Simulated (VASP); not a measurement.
# MgF2 (Sellaite) (P4_2/mnm) in VASP: notebook, part 2 of 2

VASP 6.6.1.

## Step 4: Single point, LDA

This run uses another cell than the first one, of 10.88 Å³/atom, 1.044 times its volume.

Input file INCAR:

```
  PREC = Accurate
  ENCUT = 520
  EDIFF = 1E-7
  ISMEAR = 0
  SIGMA = 0.1
  LREAL = False
  LASPH = True
  NELM = 60
  ALGO = Normal
  ISIF = 2
  LWAVE = False
  LCHARG = False
  NBANDS = 25
```

Input file KPOINTS:

```
regular mesh
0
Gamma
  4 4 6
```

Input file POSCAR:

```
MgF2
1.0
    4.6250000000      0.0000000000      0.0000000000
    0.0000000000      4.6250000000      0.0000000000
    0.0000000000      0.0000000000      3.0520000000
Mg F
2 4
Direct
    0.0000000000      0.0000000000      0.0000000000
    0.5000000000      0.5000000000      0.5000000000
    0.3030000000      0.3030000000      0.0000000000
    0.1970000000      0.8030000000      0.5000000000
    0.6970000000      0.6970000000      0.0000000000
    0.8030000000      0.1970000000      0.5000000000
```

Potentials or basis: VASP PAW LDA potentials, release 64 (Mg, F).

Command:

```
$ cat potpaw_LDA.64/Mg/POTCAR potpaw_LDA.64/F/POTCAR > POTCAR
$ mpirun -np 1 vasp_std > vasp.out
```

OUTCAR:

```text
PREC = Accurate
   ENCUT = 520
   EDIFF = 1E-7
   ISMEAR = 0
   LREAL = False
   LASPH = True
   NELM = 60
   ISIF = 2

 ion  position               nearest neighbor table
   1  0.000  0.000  0.000-   3 1.98   5 1.98   4 2.00   6 2.00   4 2.00   6 2.00   2 3.61   2 3.61
                             2 3.61   2 3.61   2 3.61   2 3.61   2 3.61   2 3.61
   2  0.500  0.500  0.500-   4 1.98   6 1.98   5 2.00   3 2.00   3 2.00   5 2.00   1 3.61   1 3.61
                             1 3.61   1 3.61   1 3.61   1 3.61   1 3.61   1 3.61
   3  0.303  0.303  0.000-   1 1.98   2 2.00   2 2.00
   4  0.197  0.803  0.500-   2 1.98   1 2.00   1 2.00
   5  0.697  0.697  0.000-   1 1.98   2 2.00   2 2.00
   6  0.803  0.197  0.500-   2 1.98   1 2.00   1 2.00

  LATTYP: Found a simple tetragonal cell.
 ALAT       =     4.6250000000
 C/A-ratio  =     0.6598918919

  Lattice vectors:

 A1 = (   4.6250000000,   0.0000000000,   0.0000000000)
 A2 = (   0.0000000000,   4.6250000000,   0.0000000000)
 A3 = (   0.0000000000,   0.0000000000,   3.0520000000)

Analysis of symmetry for initial positions (statically):
=====================================================================
 Subroutine PRICEL returns:
 Original cell was already a primitive cell.

 Routine SETGRP: Setting up the symmetry group for a
 simple tetragonal supercell.

 Subroutine GETGRP returns: Found 16 space group operations
 (whereof  8 operations were pure point group operations)
 out of a pool of 16 trial point group operations.

The static configuration has the point symmetry D_2h.
 The point group associated with its full space group is D_4h.

Analysis of symmetry for dynamics (positions and initial velocities):
=====================================================================
 Subroutine PRICEL returns:
 Original cell was already a primitive cell.

 Routine SETGRP: Setting up the symmetry group for a
 simple tetragonal supercell.

 Subroutine GETGRP returns: Found 16 space group operations
 (whereof  8 operations were pure point group operations)
 out of a pool of 16 trial point group operations.

The dynamic configuration has the point symmetry D_2h.
 The point group associated with its full space group is D_4h.

 Subroutine INISYM returns: Found 16 space group operations
 (whereof  8 operations are pure point group operations),
 and found     1 'primitive' translations

----------------------------------------------------------------------------------------

                                     Primitive cell

  volume of cell :      65.2842

  direct lattice vectors                    reciprocal lattice vectors
     4.625000000  0.000000000  0.000000000     0.216216216  0.000000000  0.000000000
     0.000000000  4.625000000  0.000000000     0.000000000  0.216216216  0.000000000
     0.000000000  0.000000000  3.052000000     0.000000000  0.000000000  0.327653997

  length of vectors
     4.625000000  4.625000000  3.052000000     0.216216216  0.216216216  0.327653997

  position of ions in fractional coordinates (direct lattice)
     0.000000000  0.000000000  0.000000000
     0.500000000  0.500000000  0.500000000
     0.303000000  0.303000000  0.000000000
     0.197000000  0.803000000  0.500000000
     0.697000000  0.697000000  0.000000000
     0.803000000  0.197000000  0.500000000

[... 39 lines left out ...]
  0.500000  0.000000  0.000000      2.000000
  0.250000  0.250000  0.000000      4.000000
  0.500000  0.250000  0.000000      4.000000
  0.500000  0.500000  0.000000      1.000000
[... 16 lines left out ...]
  0.500000  0.250000  0.500000      4.000000
  0.500000  0.500000  0.500000      1.000000
   k-points           NKPTS =     24   k-points in BZ     NKDIM =     24   number of bands    NBANDS=     25
   number of dos      NEDOS =    301   number of ions     NIONS =      6
   total plane-waves  NPLWV =  31104
   dimension x,y,z NGX =    36 NGY =   36 NGZ =   24
   dimension x,y,z NGXF=    72 NGYF=   72 NGZF=   48
   ions per type =               2   4
   NGX,Y,Z   is equivalent  to a cutoff of  12.94, 12.94, 13.07 a.u.
   NGXF,Y,Z  is equivalent  to a cutoff of  25.88, 25.88, 26.15 a.u.
 SYSTEM =  unknown system
   PREC   = accura    normal or accurate (medium, high low for compatibility)
   ISTART =      0    job   : 0-new  1-cont  2-samecut
   ICHARG =      2    charge: 1-file 2-atom 10-const
   ISPIN  =      1    spin polarized calculation?
   LNONCOLLINEAR =      F non collinear calculations
   LSORBIT =      F    spin-orbit coupling
   LASPH  =      T    aspherical Exc in radial PAW
   ENCUT  =  520.0 eV  38.22 Ry    6.18 a.u.   8.60  8.60  5.67*2*pi/ulx,y,z
   NELM   =     60;   NELMIN=  2; NELMDL= -5     # of ELM steps
   EDIFF  = 0.1E-06   stopping-criterion for ELM
   LREAL  =      F    real-space projection
   EDIFFG = 0.1E-05   stopping-criterion for IOM
   NSW    =      0    number of steps for IOM
   IBRION =     -1    ionic relax: 0-MD 1-quasi-New 2-CG
   NFREE  =      0    steps in history (QN), initial steepest desc. (CG)
   ISIF   =      2    stress and relaxation
   ISYM   =      2    0-nonsym 1-usesym 2-fastsym
   POTIM  = 0.5000    time-step for ionic-motion
   TEBEG  =    0.0;   TEEND  =   0.0 temperature during run
   PSTRESS=    0.0 pullay stress
   NELECT =      32.0000    total number of electrons
   NUPDOWN=      -1.0000    fix difference up-down
   EMIN   =  10.00;   EMAX   =-10.00  energy-range for DOS
   EFERMI =   0.00;   METHOD = LEGACY
   ISMEAR =     0;   SIGMA  =   0.10  broadening in eV -4-tet -1-fermi 0-gaus
   EFERMI_NEDOS =   21; number of points for ismear=-14 and -15
   IALGO  =     38    algorithm
   IMIX   =      4    mixing-type and parameters
     AMIX     =   0.40;   BMIX     =  1.00
     AMIX_MAG =   1.60;   BMIX_MAG =  1.00
  volume/ion in A,a.u.               =      10.88        73.43
  Fermi-wavevector in a.u.,A,eV,Ry     =   1.290790  2.439239 22.669184  1.666138
  Thomas-Fermi vector in A             =   2.422600
   LORBIT       =      0    0 simple, 1 ext, 2 COOP (PROOUT), +10 PAW based schemes
   GGA     = CA    functional components
   LHFCALC =     F    Hartree Fock is set to
   AEXX    =    0.0000 exact exchange contribution
   IVDW    =     0    specifies the selected vdW correction
   LEPSILON=     F    determine dielectric tensor
   LRPA    =     F    only Hartree local field effects (RPA)
 non-spin polarized calculation
 Gauss-broadening in eV      SIGMA  =   0.10
  energy-cutoff  :      520.00
  volume of cell :       65.28
 maximum number of plane-waves:      1773
 NGX is ok and might be reduce to    36
   NGX = 17   NGY = 17   NGZ = 11

 number of electron      32.0000032 magnetization

 Free energy of the ion-electron system (eV)
  ---------------------------------------------------
  ext. energy  EPLUGINS =         0.00000000
  ---------------------------------------------------
  free energy    TOTEN  =       -35.01608472 eV

  energy without entropy =      -35.01608472  energy(sigma->0) =      -35.01608472

 E-fermi :  -1.1616     XC(G=0): -10.4686

 val. band max:       -1.5875422652   @ k =   0.0000   0.0000   0.0000
 cond. band min:       5.1656298540   @ k =   0.0000   0.0000   0.0000
 fundamental gap:      6.7531721192
 Fermi energy:        -1.1616078397

 k-point     1 :       0.0000    0.0000    0.0000
  band No.  band energies     occupation
      1     -21.9714      2.00000
      2     -21.1142      2.00000
      3     -21.1142      2.00000
      4     -21.0150      2.00000
      5      -5.7779      2.00000
      6      -4.1800      2.00000
[... 661 lines left out ...]
     24      13.0720      0.00000
     25      15.9769      0.00000

------------------------ aborting loop because EDIFF is reached ----------------------------------------

  FORCE on cell =-STRESS in cart. coord.  units (eV):
  Direction    XX          YY          ZZ          XY          YZ          ZX
  --------------------------------------------------------------------------------------
  -------------------------------------------------------------------------------------
  Total       -2.5281683     -2.5281683     -2.5835459      0.0000000      0.0000000      0.0000000
  in kB      -62.0452541    -62.0452541    -63.4043075      0.0000000      0.0000000      0.0000000
  external PRESSURE =     -62.4982719 kB  Pullay stress =       0.0000000 kB

 VOLUME and BASIS-vectors are now :
 -----------------------------------------------------------------------------
  energy-cutoff  :      520.00
  volume of cell :       65.28
      direct lattice vectors                 reciprocal lattice vectors
     4.625000000  0.000000000  0.000000000     0.216216216  0.000000000  0.000000000
     0.000000000  4.625000000  0.000000000     0.000000000  0.216216216  0.000000000
     0.000000000  0.000000000  3.052000000     0.000000000  0.000000000  0.327653997

 POSITION                                       TOTAL-FORCE (eV/Angst)
 -----------------------------------------------------------------------------------
      0.00000      0.00000      0.00000         0.000000      0.000000      0.000000
      2.31250      2.31250      1.52600         0.000000      0.000000      0.000000
      1.40137      1.40137      0.00000         0.031140      0.031140      0.000000
      0.91113      3.71387      1.52600        -0.031140      0.031140      0.000000
      3.22363      3.22363      0.00000        -0.031140     -0.031140     -0.000000
      3.71387      0.91113      1.52600         0.031140     -0.031140      0.000000
 -----------------------------------------------------------------------------------
    total drift:                                0.000000     -0.000000     -0.000000

  FREE ENERGIE OF THE ION-ELECTRON SYSTEM (eV)
  ---------------------------------------------------
  free  energy   TOTEN  =       -35.0160847222 eV

  energy  without entropy=      -35.0160847222  energy(sigma->0) =      -35.01608472
```

stdout:

```text
POSCAR found type information on POSCAR MgF
 POSCAR found :  2 types and       6 ions
 scaLAPACK will be used
 LDA part: xc-table for (Slater(with rela. corr.)+CA(PZ))
 , standard interpolation
 POSCAR, INCAR and KPOINTS ok, starting setup
 FFT: planning ... GRIDC
 FFT: planning ... GRID_SOFT
 FFT: planning ... GRID
 WAVECAR not read
 entering main loop
```

Run time: 19 s. Hardware: 1 thread of Intel Xeon Platinum 8488C (Sapphire Rapids), shared host; peak memory 0.16 GiB.

What came out:

```yaml
Free_energy: -35.0161 eV
Pressure: -6.2 GPa
Largest_force: 0.044 eV/Å
Band_gap_on_the_k_mesh: 6.75 eV, direct
```

Forces on the atoms (eV/Å):
```
Mg   0.000  0.000  0.000
Mg   0.000  0.000  0.000
F    0.031  0.031  0.000
F   -0.031  0.031  0.000
F   -0.031 -0.031  0.000
F    0.031 -0.031  0.000
```

Levels at points of the mesh, in eV from the valence-band top:
```tsv
k point	band 14	band 15	band 16	band 17	band 18	band 19
(0.00, 0.00, 0.00)	-0.33	-0.33	0.00	6.75	11.82	11.82
(0.50, 0.00, 0.00)	-1.00	-0.39	-0.39	9.16	9.16	13.06
(0.50, 0.50, 0.00)	-0.98	-0.80	-0.80	10.86	10.86	10.92
(0.00, 0.00, 0.50)	-1.19	-0.88	-0.88	11.47	11.47	14.51
(0.50, 0.00, 0.50)	-0.76	-0.68	-0.68	12.35	12.35	13.07
(0.50, 0.50, 0.50)	-0.62	-0.49	-0.49	12.89	12.89	12.90
```

Expect the measured gap to be larger: semilocal functionals such as LDA lack the derivative discontinuity.

## Step 5: Summary

```csv
task,cell,k mesh,cutoff (eV),smearing,gap on the mesh (eV),pressure (GPa),largest force (eV/Å)
single point,"P4_2/mnm, 10.42 Å³/atom",6 × 6 × 8,520,gaussian 0.02 eV,7.06,-1.8,0.01
relaxation of cell and atoms,relaxed,6 × 6 × 8,600,gaussian 0.02 eV,7.19,0.0,-
single point,"P4_2/mnm, 10.88 Å³/atom",4 × 4 × 6,520,gaussian 0.1 eV,6.75,-6.2,0.04
```

Alike in all rows: level LDA; potentials or basis VASP PAW LDA potentials, release 64 (Mg, F); no spin polarisation.

Total energies depend on the potentials used, so only differences within one code and one set of settings carry meaning.
